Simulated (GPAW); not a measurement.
Set up this calculation in GPAW 26.7.0, as an ASE script.

- Task: single point
- Functional: PBE
- Potentials or basis: GPAW PAW data sets (gpaw-data 1.2.1)
- Cutoff: 800 eV
- Basis: pw
- k mesh: 8 × 8 × 8
- Occupations: fermi-dirac, width 0.05 eV
- Spin: no spin polarisation
- Maxiter: 150

MgS:

```
CELL_PARAMETERS angstrom
0.00000 2.83312 2.83312
2.83312 0.00000 2.83312
2.83312 2.83312 0.00000
ATOMIC_POSITIONS crystal
S 0.25000 0.25000 0.25000
Mg 0.00000 0.00000 0.00000
```

The cell comes from a database or a generator and needn't be the stable form of this composition.

These files were run (other wordings do the same):

run.py

```python
from ase import Atoms
from ase.dft.bandgap import bandgap
from ase.io import write
from ase.units import GPa
from gpaw import GPAW, PW

atoms = Atoms(['S', 'Mg'],
              cell=[[0.0, 2.8331200468, 2.8331200468],
                    [2.8331200468, 0.0, 2.8331200468],
                    [2.8331200468, 2.8331200468, 0.0]],
              scaled_positions=[[0.25, 0.25, 0.25],
                                [0.0, 0.0, 0.0]],
              pbc=True)

calc = GPAW(mode=PW(800),
            xc='PBE',
            kpts={'size': (8, 8, 8), 'gamma': True},
            occupations={'name': 'fermi-dirac', 'width': 0.05},
            nbands=16,
            convergence={'density': 1e-05, 'energy': 1e-05},
            maxiter=150,
            txt='gpaw.txt')
atoms.calc = calc
energy = atoms.get_potential_energy()
forces = atoms.get_forces()
stress = atoms.get_stress()
calc.write('gs.gpw')
write('result.traj', atoms)
print(f'Energy: {energy:.6f} eV')
print('Forces (eV/A):')
print(forces.round(4))
print('Stress (GPa):', (stress / GPa).round(3))
print('Fermi level:', round(calc.get_fermi_level(), 4), 'eV')
print(f'Gap: {bandgap(calc)[0]:.4f} eV, direct: {bandgap(calc, direct=True)[0]:.4f} eV')
```

Potentials or basis: GPAW PAW data sets (gpaw-data 1.2.1), pw.

Run with:

```console
$ OMP_NUM_THREADS=1 python run.py
```

It gave:

| Quantity | Value |
| --- | --- |
| Pressure | 0.9 GPa |
| Band gap on the k mesh | 3.45 eV, direct |

Wall time 13 s on 1 thread of Intel(R) Xeon(R) 6975P-C (Granite Rapids), with other jobs on the host, peak memory 0.18 GiB.
